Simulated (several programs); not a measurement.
**Many methods on one cell: SiO2 (I-42d)**

A 6-atom cell of SiO2 started from a crystallographic database, relaxed with r2SCAN in Ansatz, was computed with several methods. It is tetragonal, I-42d (No. 122); conventional cell a = 4.944 Å, c = 7.316 Å, 14.90 Å³ an atom. Si has 4 O at 1.61 Å; O has 2 Si at 1.61 Å. The values are computed, spin-unpolarised, and not measurements.

```
Si O
1.0
    -2.47196    2.47196    3.65784
     2.47196   -2.47196    3.65784
     2.47196    2.47196   -3.65784
Si O
2 4
Cartesian
  0.0000 0.0000 0.0000
  0.0000 2.4720 1.8289
  1.2360 2.9583 2.7434
  0.4863 1.2360 0.9145
  -1.2360 1.9857 2.7434
  -0.4863 3.7079 0.9145
```

Gaps and times are for a single point on this cell; volume and bulk modulus come from each method's own relaxation or energy curve at fixed shape, which is too stiff where a cell has free coordinates or axes. Times are rough, from shared hosts (AMD EPYC 7R13 Processor; AMD EPYC 9R45 96-Core Processor; NVIDIA H100 80GB HBM3), and each method has its own mesh and cell size. A double dagger marks a value from a curve with shape and coordinates held. PM6 (MOPAC), PM7 (MOPAC), GFN1-xTB (tblite), GFN2-xTB (tblite) treat a cluster of cells at its zone centre, which samples few k points: where these miss a band edge, the gap comes out too large for that reason alone. Gaps from k meshes are read at a limited set of points (mesh, symmetry points, PBE's band edges), so each method's own least gap may be somewhat smaller. Force fields have no electrons; where one was fitted to this phase, its volume and modulus reflect the fit. xTB and the PM methods were fitted mostly to molecules, and can miss a solid's gap by electronvolts. Minimal bases can be far off for gaps. PBE/DZVP lies far from plane-wave PBE here, an effect of basis or sampling. Times of the plane-wave ladder aren't listed, since it ran on unlike processors and cards. GLLB-SC's gap includes the derivative discontinuity. d marks a direct gap, i an indirect one (no mark: not told apart), a dash a value that wasn't computed or didn't pass its checks.

```csv
method,kind,gap (eV),own volume (Å³/atom),bulk modulus (GPa),atoms computed,processor time
PBEsol,semilocal,–,15.21,–,6,–
SiO.tersoff (LAMMPS),force field,–,15.94,136‡,6,0.11 s
SiO.1997.vashishta (LAMMPS),force field,–,14.51,47‡,6,0.11 s
light PBE (260 eV and a coarse mesh),light plane-wave,5.85 d,–,–,6,0.81 s
GFN1-xTB (tblite),tight binding,9.40,15.86‡,146‡,cluster,3.1 s
PBE,semilocal,5.94 d,15.54,152‡,6,–
PM7 (MOPAC),semi-empirical,10.84,14.09‡,199‡,cluster,5.1 s
PM6 (MOPAC),semi-empirical,10.12,–,–,cluster,5.4 s
GFN2-xTB (tblite),tight binding,7.07,15.13‡,148‡,cluster,5.4 s
r2SCAN,semilocal,6.56 d,14.90,169‡,6,–
LDA,semilocal,5.71 d,14.75,–,6,–
PBE/SZV (CP2K),small basis,6.94 d,–,–,6,12 s
PBE0,hybrid,8.49 d,–,–,6,–
PBE/DZVP (CP2K),small basis,7.52 d,15.35‡,148‡,6,19 s
GLLB-SC (GPAW),model potential,10.12,–,–,6,20 s
HSE06,hybrid,7.72 d,–,–,6,–
Hartree-Fock,exact exchange,15.95 d,–,–,6,–
DDH-PBE0,hybrid,10.56 d,–,–,6,–
```

Against HSE06 (7.72 eV) and with closed or daggered gaps left aside, the nearest gap at the points sampled is that of PBE/DZVP (CP2K) (-0.20 eV) and the farthest that of Hartree-Fock (+8.23 eV). HSE06 is only a yardstick of convenience: for gaps this wide it usually falls short of measured ones, so a larger value can be the better one.

Volumes against r2SCAN's: PBEsol +2.1 %, SiO.tersoff (LAMMPS) +7.0 %, SiO.1997.vashishta (LAMMPS) -2.6 %, PBE +4.3 %, LDA -1.0 %.

Runs without a result: non-self-consistent DFTB (CP2K) (single point).
